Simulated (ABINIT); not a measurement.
**Beyond one shot: LiH (Fm-3m)**

Aim: iterate the self-energy on LiH (Fm-3m) and follow the gap from cycle to cycle.

Program: ABINIT 10.8.3. Level of theory: PBE and many-body steps on it, plane waves. Results are calculated unless marked as measured.

The database entry behind the starting cell differs from later determinations by our own check (the deuteride, about 0.2 % short), so it need not match the best structure at ambient conditions.

## (1) Starting point

It takes space group Fm-3m (No. 225, cubic). The conventional cell has a = 4.074 Å, b = 4.074 Å, c = 4.074 Å, α = 90.00°, β = 90.00°, γ = 90.00°. Nearest to Li lie 6 H at 2.04 Å. Nearest to H lie 6 Li at 2.04 Å. Farther neighbours are not listed.

Coordinates:

```cif
data_structure
_symmetry_space_group_name_H-M 'Fm-3m'
_symmetry_Int_Tables_number 225
_cell_length_a 4.0735
_cell_length_b 4.0735
_cell_length_c 4.0735
_cell_angle_alpha 90.000
_cell_angle_beta 90.000
_cell_angle_gamma 90.000
_cell_volume 67.59
loop_
_atom_site_label
_atom_site_type_symbol
_atom_site_symmetry_multiplicity
_atom_site_Wyckoff_symbol
_atom_site_fract_x
_atom_site_fract_y
_atom_site_fract_z
_atom_site_occupancy
Li1 Li 4 a 0.00000 0.00000 0.00000 1
H1 H 4 b 0.50000 0.00000 0.00000 1
```

The cell and positions come from the Crystallography Open Database and are kept as given unless a step says otherwise.

## (2) Empty states on the mesh, 6×6×6 mesh, 87 bands

This step: ABINIT 10.8.3; DFT, PBE, plane waves, norm-conserving pseudopotentials.

The sums over transitions need many empty states on a uniform mesh; this step solves for them.

Contents of run.abi:

```
acell 3*1.0 Angstrom
rprim 
  0.000000000000 2.036750000000 2.036750000000
  2.036750000000 -0.000000000000 2.036750000000
  2.036750000000 2.036750000000 -0.000000000000
ntypat 2
znucl 3 1
natom 2
typat 1 2
xred 
  0.000000000000 0.000000000000 0.000000000000
  0.500000000000 0.500000000000 0.500000000000
pp_dirpath "pseudos"
pseudos "Li.upf, H.upf"
ecut 33
ngkpt 6 6 6
nshiftk 1
shiftk 0 0 0
kptopt 1
chksymbreak 0
irdden 1
istwfk *1
nband 87
prtvol 0
optdriver 6
gwr_task "HDIAGO"
paral_kgb 0
occopt 1
indata_prefix "in"
outdata_prefix "out"
tmpdata_prefix "tmp"
```

Command:

```
> OMP_NUM_THREADS=1 mpirun -n 4 abinit run.abi > log
```

The log of the run:

```text
.Version 10.8.3 of ABINIT. v10.8.2 released Aug 2026.

 Symmetries : space group Fm -3 m (#225); Bravais cF (face-center cubic)
[... echo of the input left out ...]
== DATASET  1 ==================================================================
-   mpi_nproc: 4, omp_nthreads: 1 (-1 if OMP is not activated)

--- !DatasetInfo
iteration_state: {dtset: 1, }
dimensions: {natom: 2, nkpt: 16, mband: 87, nsppol: 1, nspinor: 1, nspden: 1, mpw: 1056, }
cutoff_energies: {ecut:  33.0, pawecutdg:  -1.0, }
[...]
Direct band gap semiconductor
 Fundamental gap:     3.022 (eV)
   VBM:    -0.348 (eV) at k: [ 5.0000E-01,  5.0000E-01,  0.0000E+00]
   CBM:     2.674 (eV) at k: [ 5.0000E-01,  5.0000E-01,  0.0000E+00]
 Direct gap:         3.022 (eV) at k: [ 5.0000E-01,  5.0000E-01,  0.0000E+00]

== END DATASET(S) ==============================================================
================================================================================

 -outvars: echo values of variables after computation  --------
           etotal      0.0000000000E+00
            nband          87
             nkpt          16
          spgroup         225
 [... the other variables as echoed above ...]

 Calculation completed.
```

Elapsed: 7 s, on 4 MPI ranks of Arm Neoverse V1, shared host; peak memory 0.43 GiB.

Numbers from this step:

* gap: 3.022 eV
* k of the valence top: 0.5, 0.5, 0
* k of the conduction bottom: 0.5, 0.5, 0
* least direct gap: 3.022 eV
* k points computed: 16
* lowest point of the top converged band, above the valence top: 148.4156 eV

On this mesh the gap is 3.022 eV.

The density comes from a self-consistent run that is not shown.

## (3) Screening, 6×6×6 mesh, 79 bands, screening to 217.7 eV

The RPA dielectric matrix is built and inverted for each q.

This step: RPA screening on PBE, plane waves, norm-conserving pseudopotentials.

Edit run.abi of step 2 so:

```diff
@@ -20,10 +20,11 @@
 chksymbreak 0
-irdden 1
 istwfk *1
-nband 87
-prtvol 0
-optdriver 6
-gwr_task "HDIAGO"
-paral_kgb 0
 occopt 1
+irdwfk 1
+optdriver 3
+nband 79
+ecuteps 8
+inclvkb 2
+awtr 1
+symchi 1
 indata_prefix "in"
```

The log of the run:

```text
.Version 10.8.3 of ABINIT. v10.8.2 released Aug 2026.

 Symmetries : space group Fm -3 m (#225); Bravais cF (face-center cubic)
[... echo of the input left out ...]
== DATASET  1 ==================================================================
-   mpi_nproc: 4, omp_nthreads: 1 (-1 if OMP is not activated)

--- !DatasetInfo
iteration_state: {dtset: 1, }
dimensions: {natom: 2, nkpt: 16, mband: 79, nsppol: 1, nspinor: 1, nspden: 1, mpw: 1056, }
cutoff_energies: {ecut:  33.0, pawecutdg:  -1.0, }
electrons: {nelect:   4.00000000E+00, charge:   0.00000000E+00, occopt:   1.00000000E+00, tsmear:   1.00000000E-02, }

 SCREENING: Calculation of the susceptibility and dielectric matrices

 Based on a program developped by R.W. Godby, V. Olevano, G. Onida, and L. Reining.
 Incorporated in ABINIT by V. Olevano, G.-M. Rignanese, and M. Torrent.
.Using double precision arithmetic ; gwpc =  8

[... cell and pseudopotentials left out ...]
--------------------------------------------------------------------------------

 ==== K-mesh for the wavefunctions ====
 Number of points in the irreducible wedge :    16
[... list of points left out ...]
 Together with 48 symmetry operations and time-reversal symmetry
 yields   216 points in the full Brillouin Zone.

 ==== Q-mesh for the screening function ====
 Number of points in the irreducible wedge :    16
[... list of points left out ...]
 Together with 48 symmetry operations and time-reversal symmetry
 yields   216 points in the full Brillouin Zone.

 setmesh: FFT mesh size selected  =    24x   24x   24
          total number of points  =        13824

 vcoul_init : cutoff-mode = AUXILIARY_FUNCTION
 q-points for optical limit:   1
     1)      0.000010    0.000020    0.000030

- screening: taking advantage of time-reversal symmetry
- Maximum band index for partially occupied states nbvw = 2
- Remaining bands to be divided among processors   nbcw = 77
- Number of bands treated by each node ~19

 Number of electrons calculated from density =    4.0000; Expected =    4.0000
 average of density, n =  0.035077
 r_s =    1.8951
 omega_plasma =   18.0662 [eV]

 calculating chi0 at frequencies [eV] :
  1    0.000000E+00    0.000000E+00
  2    0.000000E+00    1.806615E+01

--------------------------------------------------------------------------------
  q-point number  1        q = ( 0.000000, 0.000000, 0.000000) [r.l.u.]
--------------------------------------------------------------------------------
[... chi0 elements left out ...]
 For q-point:  0.000010 0.000020 0.000030
  dielectric constant =   4.1824
  dielectric constant without local fields =   4.5877

  Average fulfillment of the sum rule on Im[epsilon] for q-point    1 :     89.96  [%]
[... wings left out ...]
  q-point number  2        q = ( 0.166667, 0.000000, 0.000000) [r.l.u.]
--------------------------------------------------------------------------------
[... chi0 elements left out ...]
  Average fulfillment of the sum rule on Im[epsilon] for q-point    2 :     97.82  [%]

 [... 14 further q-points ...]
```

Run time: 17 s. Hardware: 4 MPI ranks; peak memory 0.62 GiB.

This step gave:

* ε∞ with local fields, on this mesh, along the program's q direction: 4.182
* the same without local fields: 4.588
* plasma frequency: 18.07 eV
* plane waves in the screening matrix: 137

Local fields lower ε∞ by 9 %.

## (4) G0W0

The self-energy is evaluated for the states that the input lists, and the levels follow from it, in one-shot runs by the linearised quasiparticle equation.

This step: G0W0 on PBE, plane waves, norm-conserving pseudopotentials.

Edit run.abi of step 3 so:

```diff
@@ -23,8 +23,17 @@
 irdwfk 1
-optdriver 3
+optdriver 4
 nband 79
+gwcalctyp 0
+ecutsigx 33
+symsigma 1
+nkptgw 2
+kptgw 
+  0.5000000000 0.5000000000 0.0000000000
+  0.0000000000 0.0000000000 0.0000000000
+bdgw 
+  1 5
+  1 6
 ecuteps 8
-inclvkb 2
-awtr 1
-symchi 1
+irdscr 1
+ppmodel 1
 indata_prefix "in"
```

The log of the run:

```text
.Version 10.8.3 of ABINIT. v10.8.2 released Aug 2026.

 Symmetries : space group Fm -3 m (#225); Bravais cF (face-center cubic)
[... echo of the input left out ...]
== DATASET  1 ==================================================================
-   mpi_nproc: 4, omp_nthreads: 1 (-1 if OMP is not activated)

--- !DatasetInfo
iteration_state: {dtset: 1, }
dimensions: {natom: 2, nkpt: 16, mband: 79, nsppol: 1, nspinor: 1, nspden: 1, mpw: 1056, }
cutoff_energies: {ecut:  33.0, pawecutdg:  -1.0, }
electrons: {nelect:   4.00000000E+00, charge:   0.00000000E+00, occopt:   1.00000000E+00, tsmear:   1.00000000E-02, }

 SIGMA: Calculation of the GW corrections

 Based on a program developped by R.W. Godby, V. Olevano, G. Onida, and L. Reining.
 Incorporated in ABINIT by V. Olevano, G.-M. Rignanese, and M. Torrent.
.Using double precision arithmetic ; gwpc =  8

[... cell and pseudopotentials left out ...]
--------------------------------------------------------------------------------

 ==== K-mesh for the wavefunctions ====
 Number of points in the irreducible wedge :    16
[... list of points left out ...]
 Together with 48 symmetry operations and time-reversal symmetry
 yields   216 points in the full Brillouin Zone.

 ==== Q-mesh for screening function ====
 Number of points in the irreducible wedge :    16
[... list of points left out ...]
 Together with 48 symmetry operations and time-reversal symmetry
 yields   216 points in the full Brillouin Zone.

 vcoul_init : cutoff-mode = AUXILIARY_FUNCTION
 q-points for optical limit:   1
     1)      0.000010    0.000020    0.000030
 setmesh: FFT mesh size selected  =    30x   30x   30
          total number of points  =        27000

 Number of electrons calculated from density =    4.0000; Expected =    4.0000
 average of density, n =  0.035077
 r_s =    1.8951
 omega_plasma =   18.0662 [eV]

 === KS Band Gaps ===
  >>>> For spin  1
   Minimum direct gap =   3.0221 [eV], located at k-point      :   0.5000  0.5000  0.0000
   Fundamental gap    =   3.0221 [eV], Top of valence bands at :   0.5000  0.5000  0.0000
                                       Bottom of conduction at :   0.5000  0.5000  0.0000
 SIGMA fundamental parameters:
 PLASMON POLE MODEL  1
 number of plane-waves for SigmaX                 1037
 number of plane-waves for SigmaC and W            137
 number of plane-waves for wavefunctions          1037
 number of bands                                    79
 number of independent spin polarizations            1
 number of spinorial components                      1
 number of k-points in IBZ                          16
 number of q-points in IBZ                          16
 number of symmetry operations                      48
 number of k-points in BZ                          216
 number of q-points in BZ                          216
 number of frequencies for dSigma/dE                 9
 frequency step for dSigma/dE [eV]                0.25
 number of omega for Sigma on real axis              0
 max omega for Sigma on real axis  [eV]           0.00
 zcut for avoiding poles [eV]                     0.10

 EPSILON^-1 parameters (SCR file):
 dimension of the eps^-1 matrix on file            137
 dimension of the eps^-1 matrix used               137
 number of plane-waves for wavefunctions          1037
 number of bands                                    79
 number of q-points in IBZ                          16
 number of frequencies                               2
 number of real frequencies                          1
 number of imag frequencies                          1

 matrix elements of self-energy operator (all in [eV])

 Perturbative Calculation

--- !SelfEnergy_ee
iteration_state: {dtset: 1, }
kpoint     : [   0.500,    0.500,    0.000, ]
spin       : 1
KS_gap     :    3.022
QP_gap     :    4.932
Delta_QP_KS:    1.910
data: !SigmaeeData |
     Band     E0 <VxcDFT>   SigX SigC(E0)      Z dSigC/dE  Sig(E)    E-E0       E
        1 -44.599 -25.708 -39.768   5.461   0.764  -0.309 -32.275  -6.567 -51.165
        2  -0.348 -11.307 -14.604   1.496   0.771  -0.298 -12.694  -1.387  -1.735
        3   2.674  -7.646  -3.654  -3.347   0.810  -0.235  -7.123   0.523   3.197
        4  10.239  -8.235  -2.665  -4.521   0.780  -0.282  -7.417   0.818  11.057
        5  10.239  -8.235  -2.665  -4.521   0.780  -0.282  -7.417   0.818  11.057

--- !SelfEnergy_ee
iteration_state: {dtset: 1, }
kpoint     : [   0.000,    0.000,    0.000, ]
spin       : 1
KS_gap     :   20.729
QP_gap     :   22.851
Delta_QP_KS:    2.122
data: !SigmaeeData |
     Band     E0 <VxcDFT>   SigX SigC(E0)      Z dSigC/dE  Sig(E)    E-E0       E
        1 -44.649 -25.626 -39.706   5.437   0.764  -0.310 -32.226  -6.600 -51.249
        2  -5.602  -9.916 -15.613   3.400   0.712  -0.405 -11.551  -1.635  -7.236
        3  15.128 -11.719  -4.658  -6.324   0.662  -0.511 -11.232   0.487  15.615
        4  17.057  -8.963  -2.437  -5.441   0.696  -0.437  -8.208   0.755  17.812
        5  17.057  -8.963  -2.437  -5.441   0.696  -0.437  -8.208   0.755  17.812
        6  17.057  -8.963  -2.437  -5.441   0.696  -0.437  -8.208   0.755  17.812

== END DATASET(S) ==============================================================
================================================================================

 -outvars: echo values of variables after computation  --------
           etotal      0.0000000000E+00
            nband          79
             nkpt          16
          spgroup         225
 [... the other variables as echoed above ...]

 Calculation completed.
```

It took 7 s on 4 MPI ranks; peak memory 0.7 GiB.

Numbers from this step:

| Quantity | Value |
| --- | --- |
| G0W0 gap on the points computed | 4.932 eV |
| starting gap on the mesh | 3.022 eV |
| k of the valence top | 0.5, 0.5, 0 |
| k of the conduction bottom | 0.5, 0.5, 0 |
| Z at the valence top | 0.771 |
| Z at the conduction bottom | 0.81 |
| least direct G0W0 gap on the computed points | 4.932 eV |

The gap on the mesh goes from 3.02 eV to 4.93 eV, a correction of +1.91 eV.

## (5) Self-consistent COHSEX, cycle 1

This step: self-consistent COHSEX on PBE, plane waves, norm-conserving pseudopotentials.

Edit run.abi of step 4 so:

```diff
@@ -25,15 +25,43 @@
 nband 79
-gwcalctyp 0
+gwcalctyp 27
 ecutsigx 33
-symsigma 1
-nkptgw 2
+symsigma 0
+nkptgw 16
 kptgw 
+  0.0000000000 0.0000000000 0.0000000000
+  0.1666666667 0.0000000000 0.0000000000
+  0.3333333333 0.0000000000 0.0000000000
+  0.5000000000 0.0000000000 0.0000000000
+  0.1666666667 0.1666666667 0.0000000000
+  0.3333333333 0.1666666667 0.0000000000
+  0.5000000000 0.1666666667 0.0000000000
+  -0.3333333333 0.1666666667 0.0000000000
+  -0.1666666667 0.1666666667 0.0000000000
+  0.3333333333 0.3333333333 0.0000000000
+  0.5000000000 0.3333333333 0.0000000000
+  -0.3333333333 0.3333333333 0.0000000000
   0.5000000000 0.5000000000 0.0000000000
-  0.0000000000 0.0000000000 0.0000000000
+  0.5000000000 0.3333333333 0.1666666667
+  -0.3333333333 0.3333333333 0.1666666667
+  -0.3333333333 0.5000000000 0.1666666667
 bdgw 
-  1 5
-  1 6
+  1 28
+  1 28
+  1 28
+  1 28
+  1 28
+  1 28
+  1 28
+  1 28
+  1 28
+  1 28
+  1 28
+  1 28
+  1 28
+  1 28
+  1 28
+  1 28
 ecuteps 8
 irdscr 1
-ppmodel 1
+rhoqpmix 0.3
 indata_prefix "in"
```

The log of the run:

```text
.Version 10.8.3 of ABINIT. v10.8.2 released Aug 2026.

 Symmetries : space group Fm -3 m (#225); Bravais cF (face-center cubic)
[... echo of the input left out ...]
== DATASET  1 ==================================================================
-   mpi_nproc: 4, omp_nthreads: 1 (-1 if OMP is not activated)

--- !DatasetInfo
iteration_state: {dtset: 1, }
dimensions: {natom: 2, nkpt: 16, mband: 79, nsppol: 1, nspinor: 1, nspden: 1, mpw: 1056, }
cutoff_energies: {ecut:  33.0, pawecutdg:  -1.0, }
electrons: {nelect:   4.00000000E+00, charge:   0.00000000E+00, occopt:   1.00000000E+00, tsmear:   1.00000000E-02, }

 SIGMA: Calculation of the GW corrections

 Based on a program developped by R.W. Godby, V. Olevano, G. Onida, and L. Reining.
 Incorporated in ABINIT by V. Olevano, G.-M. Rignanese, and M. Torrent.
.Using double precision arithmetic ; gwpc =  8

[... cell and pseudopotentials left out ...]
--------------------------------------------------------------------------------

 ==== K-mesh for the wavefunctions ====
 Number of points in the irreducible wedge :    16
[... list of points left out ...]
 Together with 48 symmetry operations and time-reversal symmetry
 yields   216 points in the full Brillouin Zone.

 ==== Q-mesh for screening function ====
 Number of points in the irreducible wedge :    16
[... list of points left out ...]
 Together with 48 symmetry operations and time-reversal symmetry
 yields   216 points in the full Brillouin Zone.

 vcoul_init : cutoff-mode = AUXILIARY_FUNCTION
 q-points for optical limit:   1
     1)      0.000010    0.000020    0.000030
 setmesh: FFT mesh size selected  =    30x   30x   30
          total number of points  =        27000

 Number of electrons calculated from density =    4.0000; Expected =    4.0000
[...]
QP_gap     :    9.562
Delta_QP_KS:    3.422
data: !SigmaeeData |
     Band     E_DFT   <VxcDFT>   E(N-1)  <Hhartree>   SigX  SigC[E(N-1)]    Z     dSigC/dE  Sig[E(N)]  DeltaE  E(N)_pert E(N)_diago
[...]
--- !SelfEnergy_ee
iteration_state: {dtset: 1, }
kpoint     : [  -0.333,    0.500,    0.167, ]
spin       : 1
KS_gap     :    4.164
QP_gap     :    7.455
Delta_QP_KS:    3.291
data: !SigmaeeData |
     Band     E_DFT   <VxcDFT>   E(N-1)  <Hhartree>   SigX  SigC[E(N-1)]    Z     dSigC/dE  Sig[E(N)]  DeltaE  E(N)_pert E(N)_diago
[...]
27    64.757    -7.295    64.757    72.052    -0.489    -5.952     1.000     0.000    -6.441     0.854    65.611    65.612
       28    67.494    -7.765    67.494    75.258    -0.612    -6.186     1.000     0.000    -6.798     0.967    68.460    68.463

 New Fermi energy :       -3.316703E-02 Ha ,   -9.025208E-01 eV
 New Exchange energy :    -1.989130E+00 Ha ,   -5.412699E+01 eV

 === QP Band Gaps ===
  >>>> For spin  1
   Minimum direct gap =   6.5942 [eV], located at k-point      :   0.5000  0.5000  0.0000
   Fundamental gap    =   6.5725 [eV], Top of valence bands at :  -0.3333  0.5000  0.1667
                                       Bottom of conduction at :   0.5000  0.5000  0.0000

 writing QP data on file : out_QPS

 Convergence of QP corrections
 >>>>> For spin  1 <<<<<
.  kptgw no:  1; Maximum DeltaE = ( -10.008   0.000) for band index:  1
.  kptgw no:  2; Maximum DeltaE = ( -10.194   0.000) for band index:  1
.  kptgw no:  3; Maximum DeltaE = ( -10.457   0.000) for band index:  1
[...]
.  kptgw no: 15; Maximum DeltaE = ( -10.279   0.000) for band index:  1
.  kptgw no: 16; Maximum DeltaE = ( -10.221   0.000) for band index:  1

== END DATASET(S) ==============================================================
================================================================================

 -outvars: echo values of variables after computation  --------
           etotal      0.0000000000E+00
            nband          79
             nkpt          16
          spgroup         225
 [... the other variables as echoed above ...]

 Calculation completed.
```

It took 3.3 min on 4 MPI ranks; peak memory 1.2 GiB.

Numbers from this step:

```yaml
quasiparticle_gap_on_the_mesh: 6.573 eV
gap_of_the_density_functional_on_the_mesh: 3.022 eV
k_of_the_valence_top: -0.3333, 0.5, 0.1667
k_of_the_conduction_bottom: 0.5, 0.5, 0
z_at_the_valence_top: 1
z_at_the_conduction_bottom: 1
least_direct_quasiparticle_gap_on_the_computed_points: 6.594 eV
```

Against G0W0 in ABINIT (6×6×6 mesh, 79 bands, screening to 217.7 eV, Godby-Needs plasmon pole), the gap moves by +1.641 eV.

[end of part 1 of 5]

[Paths, hosts, dates, memory and timing lines, banners, echoed tables and standing remarks are left out of the program output.]

[Logs are printed without paths, hosts, clocks, repeated set-up lines and the standing remarks that a program may print on its own settings, such as how far it seeks lower states.]

[Runs of the session that timed out or met a known fault of the program may be left out.]

[Hosts, paths, dates, database ids (printed as entryN), source tags and the programs' standing remarks are cut or masked in the printed files.]

[G0W0 gaps are taken among the corrected bands and points alone; a level outside them can change the order at an edge.]

[Where Ansatz stands beside ABINIT at settings called matched, ABINIT's density can come from a denser mesh and the files from another edition; pairs whose starting gaps differed by over 0.03 eV were left out, so agreement reads better than it is.]
